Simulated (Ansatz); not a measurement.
# Electron scattering at the Σ3 (111) boundary in fcc Cu with Si (substitutional)

How much does the Σ3 (111) boundary in fcc Cu with Si (substitutional) reflect electrons?

Method: Ansatz plane-wave DFT, PBE, PAW files; relaxation of a bicrystal slab with its lowest layers held; PAW set soft_1, in the first sound run; inputs show where later runs differ, in Ansatz 0.2.0.

## Step 1: The starting structure

The cell holds 20 atoms: 19 Cu and 1 Si. Cell: a = 5.112 Å, b = 2.556 Å, c = 29.784 Å, α = 90.0°, β = 90.0°, γ = 120.0°. It derives from Cu. built on the (1 1 1) plane; 2 overlapping atoms removed and the grains opened by 0 Å. Vacuum lies along c.

## Step 2: Relaxing the bicrystal

The boundary is built by mirroring the lower grain in the boundary plane and removing any atoms that overlap; then the Si is put in at the boundary. A thin bicrystal slab is relaxed first, with the lowest layers held and the upper grain free to shift and open.

Contents of input.yaml:

```yaml
crystal:
  lattice:
    - [5.1123254594, 0.0, 0.0]
    - [-1.2780813649, 2.2137018601, 0.0]
    - [0.0, 0.0, 29.7838831619]
  atoms:
    - { symbol: Cu, position: [0.3333333333, 0.3333333333, 0.1678760279] }
    - { symbol: Cu, position: [0.8333333333, 0.3333333333, 0.1678760279] }
    - { symbol: Cu, position: [0.5, 1.0, 0.2379507766] }
    - { symbol: Cu, position: [1.0, 1.0, 0.2379507766] }
    - { symbol: Cu, position: [0.6666666666, 0.6666666666, 0.3080255254] }
    - { symbol: Cu, position: [0.1666666666, 0.6666666666, 0.3080255254] }
    - { symbol: Cu, position: [0.8333333333, 0.3333333333, 0.3781002741] }
    - { symbol: Cu, position: [0.3333333333, 0.3333333333, 0.3781002741] }
    - { symbol: Si, position: [0.0, 0.0, 0.4481750228] }
    - { symbol: Cu, position: [0.5, 0.0, 0.4481750228] }
    - { symbol: Cu, position: [0.8333333333, 0.3333333333, 0.5182497716] }
    - { symbol: Cu, position: [0.3333333333, 0.3333333333, 0.5182497716] }
    - { symbol: Cu, position: [0.6666666666, 0.6666666666, 0.5883245203] }
    - { symbol: Cu, position: [0.1666666666, 0.6666666666, 0.5883245203] }
    - { symbol: Cu, position: [0.5, 1.0, 0.6583992691] }
    - { symbol: Cu, position: [1.0, 1.0, 0.6583992691] }
    - { symbol: Cu, position: [0.3333333333, 0.3333333333, 0.7284740178] }
    - { symbol: Cu, position: [0.8333333333, 0.3333333333, 0.7284740178] }
    - { symbol: Cu, position: [0.1666666666, 0.6666666666, 0.7985487665] }
    - { symbol: Cu, position: [0.6666666666, 0.6666666666, 0.7985487665] }
kpoints:
  mp_grid: { grid: [10, 10, 1] }
hamiltonian:
  xc: pbe
  pseudopotentials: { kind: paw, azcp: { folder: soft_1 } }
scf:
  occupations: { method: fermi_dirac, width: 0.1 }
relax:
  f_tol: 0.03
  max_steps: 80
  constraints: [{ sites: [0, 1, 2, 3] }]
```

The run is started by

```console
> ansatz run input.yaml --threads 4 --pin off --max-ram 15360MiB --backend cpu --events-out ev --progress --plain --runs-dir out
```

Numbers of over 12 decimals in the logs are rounded to 6 here.

Log:

```text
Engine: ansatz 0.2.0, aarch64-unknown-linux-gnu
Pseudopotentials: kind: paw
Pseudopotential: Cu, paw, valence charge 19, recommended cutoff 420 eV (normal), soft_1/Cu.paw.azcp
Pseudopotential: Si, paw, valence charge 4, recommended cutoff 420 eV (normal), soft_1/Si.paw.azcp
Functional definition: PBE
  parameter kappa = 0.804
  parameter beta = 0.066725
  exchange = pbe_x(kappa = kappa, mu = beta*pi^2/3)
  correlation = pbe_c(beta = beta)
Crystal: 20 atoms, lattice volume = 337.069 Å³
Basis set: ecut = 420 eV, 6665 PW (Γ), exchange–correlation on 72×36×400 points (8 copies of the dense FFT grid, shifted against one another)
Bands: 219, of which v1, the nominal top of the filled ones, is band 183 counted from 1 (182 counted from 0)
Symmetry: 2 space group operations
Space group: Pm (ITA 6), of the structure as read, at distance tolerance 7.0e-5 Å
k-points: 36 of 100 (time reversal used)
Non-local potential: Cu, projectors of the file, l = 0: 3, l = 1: 2, l = 2: 3, l = 3: 1
Non-local potential: Si, projectors of the file, l = 0: 2, l = 1: 2, l = 2: 1
PAW form: soft (Blöchl's): semilocal exchange-correlation on the pseudo side does not see the compensation charge
PAW one-centre angular grid: Cu, 590 points (default); XC on 64 Gauss nodes
PAW one-centre angular grid: Si, 110 points (default); XC on 64 Gauss nodes
Initial density: superposition of atomic densities (neutral atoms: chi_scale 0, normalization atom)
Initial wavefunctions: pseudopotential atomic-orbital guess
Functional: x = pbe(κ = 0.804, μ = 0.219515), c = pbe(β = 0.066725)
SCF iter   1: F=—  HF=-126530.522544 eV  |F-HF|=—  |Δ(HF+E_count)|=         —  Δρ=2.25e-1  dr2=1.07e2  ethr=3.10e-3  ⟨swp⟩=6.1  Hψ=30456  notcnv=0  defer=286
preconditioner: auto → LDOS  [metal: Δε(μ)=0.007 eV  Ē_g=8.182 eV  σ=0.100 eV  W_gap=0.02  n_scr=94 (ndim 8)  ℏωp=29.5 eV  f_vac=0.284  D(μ)=10.57/eV (n_scr^D=60)  β→1.0]
SCF iter   2: F=—  HF=-126625.331903 eV  |F-HF|=—  |Δ(HF+E_count)|=    9.48e1  Δρ=4.26e-1  dr2=3.47e2  ethr=3.10e-3  ⟨swp⟩=4.0  Hψ=24929  notcnv=0  defer=732  recentre
SCF iter   3: F=—  HF=-126514.045297 eV  |F-HF|=—  |Δ(HF+E_count)|=    1.11e2  Δρ=6.37e-2  dr2=1.01e1  ethr=3.10e-3  ⟨swp⟩=4.0  Hψ=21567  notcnv=0  defer=839
SCF iter   4: F=—  HF=-126512.864133 eV  |F-HF|=—  |Δ(HF+E_count)|=    1.18e0  Δρ=2.96e-2  dr2=1.73e0  ethr=2.77e-3  ⟨swp⟩=2.4  Hψ=12988  notcnv=0  defer=791
SCF iter   5: F=—  HF=-126512.521640 eV  |F-HF|=—  |Δ(HF+E_count)|=   3.42e-1  Δρ=7.04e-3  dr2=1.84e-1  ethr=4.75e-4  ⟨swp⟩=2.0  Hψ=15917  notcnv=0  defer=803
SCF iter   6: F=—  HF=-126512.526442 eV  |F-HF|=—  |Δ(HF+E_count)|=   4.80e-3  Δρ=2.36e-3  dr2=1.84e-2  ethr=5.04e-5  ⟨swp⟩=2.0  Hψ=10722  notcnv=0  defer=803
SCF iter   7: F=—  HF=-126512.527969 eV  |F-HF|=—  |Δ(HF+E_count)|=   1.53e-3  Δρ=7.35e-4  dr2=2.33e-3  ethr=5.03e-6  ⟨swp⟩=2.0  Hψ=11104  notcnv=0  defer=803
SCF iter   8: F=—  HF=-126512.529024 eV  |F-HF|=—  |Δ(HF+E_count)|=   1.05e-3  Δρ=3.28e-4  dr2=2.70e-4  ethr=6.40e-7  ⟨swp⟩=2.0  Hψ=11070  notcnv=0  defer=803
SCF iter   9: F=—  HF=-126512.529083 eV  |F-HF|=—  |Δ(HF+E_count)|=   5.96e-5  Δρ=1.58e-4  dr2=6.80e-5  ethr=7.39e-8  ⟨swp⟩=2.4  Hψ=11201  notcnv=0  defer=803
SCF iter  10: F=-126512.529095 eV  HF=-126512.529097 eV  |F-HF|=2.12e-6  |Δ(HF+E_count)|=   1.38e-5  Δρ=4.95e-5  dr2=1.04e-5  ethr=6.16e-9  ⟨swp⟩=4.1  Hψ=25004  notcnv=0
SCF 1 converged in 10 iterations: F = -126512.529095 eV  dr2 = 1.04e-5
  greatest PAW one-centre occupation: 1.000 electrons in one spin orbital (limit 2), on the Cu atom at site 0 (counted from 0), in its partial waves of l = 0
relax step   1: F+E_penalty+E_count = -126512.52909489 eV  Δ(F+E_penalty+E_count) = +0.000e0 eV  max|allowed force component| = 1.240e-1 eV/Å  Δτ_max = 0.0000 Å  (10 SCF iters, dr2 threshold 2.25e-5 eV, accepted)
Initial density: handed on by an earlier stage of this run
Initial wavefunctions: those handed on with the density
iter 1 solved again at ethr=2.89e-6 eV; its pass at ethr=3.10e-3 eV (dr2=1.05e-2 eV) is discarded
SCF iter   1: F=—  HF=-126512.537859 eV  |F-HF|=—  |Δ(HF+E_count)|=         —  Δρ=2.44e-3  dr2=1.02e-2  ethr=2.89e-6  ⟨swp⟩=2.8  Hψ=24376  notcnv=0  defer=805
preconditioner: auto → LDOS  [metal: Δε(μ)=0.007 eV  Ē_g=9.104 eV  σ=0.100 eV  W_gap=0.02  n_scr=94 (ndim 8)  ℏωp=29.5 eV  f_vac=0.283  D(μ)=7.37/eV (n_scr^D=44)  β→1.0]
SCF iter   2: F=—  HF=-126512.534275 eV  |F-HF|=—  |Δ(HF+E_count)|=   3.58e-3  Δρ=1.10e-3  dr2=5.11e-3  ethr=2.79e-6  ⟨swp⟩=2.0  Hψ=13005  notcnv=0  defer=805
SCF iter   3: F=—  HF=-126512.533997 eV  |F-HF|=—  |Δ(HF+E_count)|=   2.79e-4  Δρ=1.41e-3  dr2=4.20e-3  ethr=1.40e-6  ⟨swp⟩=2.1  Hψ=13296  notcnv=0  defer=805
SCF iter   4: F=—  HF=-126512.533298 eV  |F-HF|=—  |Δ(HF+E_count)|=   6.99e-4  Δρ=1.84e-4  dr2=1.36e-4  ethr=1.15e-6  ⟨swp⟩=2.0  Hψ=12063  notcnv=0  defer=805
SCF iter   5: F=—  HF=-126512.533126 eV  |F-HF|=—  |Δ(HF+E_count)|=   1.72e-4  Δρ=1.57e-4  dr2=6.49e-5  ethr=3.72e-8  ⟨swp⟩=2.2  Hψ=11176  notcnv=0  defer=805
SCF iter   6: F=—  HF=-126512.533117 eV  |F-HF|=—  |Δ(HF+E_count)|=   9.13e-6  Δρ=3.63e-5  dr2=3.66e-6  ethr=1.78e-8  ⟨swp⟩=2.0  Hψ=10570  notcnv=0  defer=805
SCF iter   7: F=-126512.533117 eV  HF=-126512.533117 eV  |F-HF|=4.32e-8  |Δ(HF+E_count)|=   4.54e-7  Δρ=8.96e-6  dr2=2.57e-7  ethr=2.63e-10  ⟨swp⟩=4.6  Hψ=25264  notcnv=0
SCF 2 converged in 7 iterations: F = -126512.533117 eV  dr2 = 2.57e-7
  greatest PAW one-centre occupation: 1.000 electrons in one spin orbital (limit 2), on the Cu atom at site 1 (counted from 0), in its partial waves of l = 0
relax step   2: F+E_penalty+E_count = -126512.53311725 eV  Δ(F+E_penalty+E_count) = -4.022e-3 eV  max|allowed force component| = 8.682e-2 eV/Å  Δτ_max = 0.0197 Å  (7 SCF iters, dr2 threshold 9.61e-7 eV, accepted)
SCF iter   1: F=—  HF=-126512.555735 eV  |F-HF|=—  |Δ(HF+E_count)|=         —  Δρ=4.90e-3  dr2=4.65e-2  ethr=1.15e-4  ⟨swp⟩=4.9  Hψ=17054  notcnv=0  defer=800
preconditioner: auto → LDOS  [metal: Δε(μ)=0.010 eV  Ē_g=9.086 eV  σ=0.100 eV  W_gap=0.03  n_scr=94 (ndim 8)  ℏωp=29.5 eV  f_vac=0.281  D(μ)=7.39/eV (n_scr^D=44)  β→1.0]
SCF iter   2: F=—  HF=-126512.541581 eV  |F-HF|=—  |Δ(HF+E_count)|=   1.42e-2  Δρ=2.35e-3  dr2=2.90e-2  ethr=1.27e-5  ⟨swp⟩=2.3  Hψ=15238  notcnv=0  defer=801
SCF iter   3: F=—  HF=-126512.540141 eV  |F-HF|=—  |Δ(HF+E_count)|=   1.44e-3  Δρ=2.90e-3  dr2=1.97e-2  ethr=7.95e-6  ⟨swp⟩=2.2  Hψ=13314  notcnv=0  defer=801
SCF iter   4: F=—  HF=-126512.537104 eV  |F-HF|=—  |Δ(HF+E_count)|=   3.04e-3  Δρ=1.69e-4  dr2=1.14e-3  ethr=5.41e-6  ⟨swp⟩=2.2  Hψ=13195  notcnv=0  defer=801
SCF iter   5: F=—  HF=-126512.537162 eV  |F-HF|=—  |Δ(HF+E_count)|=   5.86e-5  Δρ=4.01e-4  dr2=4.23e-4  ethr=3.12e-7  ⟨swp⟩=3.0  Hψ=11995  notcnv=0  defer=801
SCF iter   6: F=—  HF=-126512.537101 eV  |F-HF|=—  |Δ(HF+E_count)|=   6.12e-5  Δρ=1.08e-4  dr2=2.35e-5  ethr=1.16e-7  ⟨swp⟩=2.1  Hψ=10673  notcnv=0  defer=801
SCF iter   7: F=—  HF=-126512.536896 eV  |F-HF|=—  |Δ(HF+E_count)|=   2.05e-4  Δρ=2.43e-5  dr2=1.02e-6  ethr=6.43e-9  ⟨swp⟩=2.1  Hψ=11090  notcnv=0  defer=801
SCF iter   8: F=—  HF=-126512.536899 eV  |F-HF|=—  |Δ(HF+E_count)|=   2.95e-6  Δρ=1.46e-5  dr2=4.69e-7  ethr=2.80e-10  ⟨swp⟩=3.0  Hψ=16562  notcnv=0  defer=801
SCF iter   9: F=—  HF=-126512.536900 eV  |F-HF|=—  |Δ(HF+E_count)|=   3.20e-7  Δρ=1.14e-5  dr2=4.30e-7  ethr=1.29e-10  ⟨swp⟩=2.2  Hψ=11861  notcnv=0  defer=801
SCF iter  10: F=-126512.536899 eV  HF=-126512.536900 eV  |F-HF|=5.08e-8  |Δ(HF+E_count)|=   4.39e-8  Δρ=3.37e-6  dr2=7.26e-8  ethr=2.74e-11  ⟨swp⟩=3.0  Hψ=28533  notcnv=0
SCF 3 converged in 10 iterations: F = -126512.536899 eV  dr2 = 7.26e-8
relax step   3: F+E_penalty+E_count = -126512.53689946 eV  Δ(F+E_penalty+E_count) = -3.782e-3 eV  max|allowed force component| = 2.081e-2 eV/Å  Δτ_max = 0.0380 Å  (10 SCF iters, accepted)
SCF converged after 10 iterations
Free energy (F): -126512.536899 eV
Harris-Foulkes:  -126512.536900 eV  (|F-HF|=5.08e-8)
Internal energy: -126512.302143 eV  (E = F + TS)
E sigma→0 (E₀):  -126512.419521 eV
Entropy (-TS):   -0.234756 eV (-11.738 meV/atom)
Fermi energy:    10.013123 eV
--- Per-component energies (eV) ---
  E_band       = -9257.068331
  E_kinetic    = 5012.130211
  E_local      = -523716.346966  (includes V_loc(G=0)·N_el)
  E_nonlocal   = 16936.758548
  E_hartree    = 254172.208540
  E_xc         = -1364.627703
  E_vxc        = -1736.705554  (∫ρ·V_xc dr)
  E_paw        = -35001.281026  (= ΣΔE_a)
  E_vpaw       = -14097.291952  (= ΣTr[D̂ρ^β])
  E_aug_tail   = 0.018449  (compensation charges beyond the density's cutoff)
  E_ewald      = 157448.837804
  E_smearing   = -0.234756  (= −TS)
  E_closure    = -0.000000  (closes the sum)
  Σ components = -126512.536899   (vs F -126512.536899, Δ=0.00e0)
--- Forces (eV/Å), atoms counted from 1 ---
  atom   1  Cu    -0.00474860    -0.00274161     0.00396985
  atom   2  Cu     0.00586956     0.00338879     0.00304665
  atom   3  Cu     0.00933431     0.00538917     0.01267427
  atom   4  Cu    -0.01325491    -0.00765272    -0.00921326
  atom   5  Cu     0.00188410     0.00108778    -0.00335114
  atom   6  Cu    -0.00045323    -0.00026167    -0.00475311
  atom   7  Cu     0.00371097     0.00214253     0.00818633
  atom   8  Cu     0.00484725     0.00279856    -0.00705342
  atom   9  Si     0.00605698     0.00349700     0.00059809
  atom  10  Cu    -0.02080521    -0.01201189    -0.00116310
  atom  11  Cu     0.00292377     0.00168804    -0.01003352
  atom  12  Cu     0.00373917     0.00215881     0.00372524
  atom  13  Cu     0.00220099     0.00127074     0.00023361
  atom  14  Cu    -0.00038608    -0.00022290     0.00390931
  atom  15  Cu     0.00008715     0.00005032     0.00180684
  atom  16  Cu    -0.00033804    -0.00019517     0.00365079
  atom  17  Cu    -0.00026601    -0.00015358    -0.00167782
  atom  18  Cu    -0.00018082    -0.00010440     0.00004018
  atom  19  Cu     0.00020099     0.00011604    -0.00249042
  atom  20  Cu    -0.00041510    -0.00023966    -0.00213132
  max |Σ_I F_I| component: 2.59e-5 eV/Å
--- Relaxed structure (3 steps of the walk, 3 accepted, 0 SCFs on fresh bases) ---
  F+E_penalty+E_count = -126512.53689946 eV   max|allowed force component| = 2.081e-2 eV/Å
  atoms:
    - { symbol: Cu, position: [0.3333333333, 0.3333333333, 0.1678760279] }
    - { symbol: Cu, position: [0.8333333333, 0.3333333333, 0.1678760279] }
    - { symbol: Cu, position: [0.5, 1.000000, 0.237951] }
    - { symbol: Cu, position: [1.0, 1.000000, 0.237951] }
    - { symbol: Cu, position: [0.668590, 0.668590, 0.308477] }
    - { symbol: Cu, position: [0.167933, 0.667933, 0.308036] }
    - { symbol: Cu, position: [0.837031, 0.337031, 0.379330] }
    - { symbol: Cu, position: [0.334340, 0.334340, 0.378098] }
    - { symbol: Si, position: [0.00701926, 0.00701926, 0.449088] }
    - { symbol: Cu, position: [0.503711, 0.00371115, 0.448963] }
    - { symbol: Cu, position: [0.836571, 0.336571, 0.518685] }
    - { symbol: Cu, position: [0.333802, 0.333802, 0.519860] }
    - { symbol: Cu, position: [0.668616, 0.668616, 0.589525] }
    - { symbol: Cu, position: [0.168114, 0.668114, 0.589978] }
    - { symbol: Cu, position: [0.500449, 1.000449, 0.660125] }
    - { symbol: Cu, position: [0.999922, 0.999922, 0.660289] }
    - { symbol: Cu, position: [0.332791, 0.332791, 0.730354] }
    - { symbol: Cu, position: [0.832512, 0.332512, 0.730407] }
    - { symbol: Cu, position: [0.165697, 0.665697, 0.800300] }
    - { symbol: Cu, position: [0.665957, 0.665957, 0.800366] }
```

Elapsed: 5.3 min, on 4 threads of Arm Neoverse V1, shared host; peak memory 2.8 GiB.

Relaxation path:

```tsv
step	energy less that of the first step (eV)	largest force component (eV/Å)
1	0.0000	0.1240
2	-0.0040	0.0868
3	-0.0078	0.0208
```

The run keeps the 2 symmetry operations that it works with, so distortions that break them were not tested.

The atoms that moved most (Å):

```tsv
atom	dx	dy	dz	length
Cu18	-0.003	-0.002	0.058	0.058
Cu16	0.000	0.000	0.056	0.056
Cu17	-0.002	-0.001	0.056	0.056
Cu20	-0.003	-0.002	0.054	0.054
Cu19	-0.004	-0.002	0.052	0.052
Cu15	0.002	0.001	0.051	0.051
Cu14	0.006	0.003	0.049	0.050
Cu12	0.002	0.001	0.048	0.048
```

This step gave:

```yaml
free_energy: -126512.5369 eV
energy_at_zero_smearing: -126512.4195 eV
fermi_energy: 10.01 eV
```

The largest force component on a free atom ends at 0.021 eV/Å, under the tolerance of 0.03, after 3 steps.

[end of part 1 of 2]

[Logs are printed without paths, hosts, clocks, repeated set-up lines and the standing remarks that a program may print on its own settings, such as how far it seeks lower states.]

[Hosts, paths, dates, database ids (printed as entryN), source tags and the programs' standing remarks are cut or masked in the printed files.]
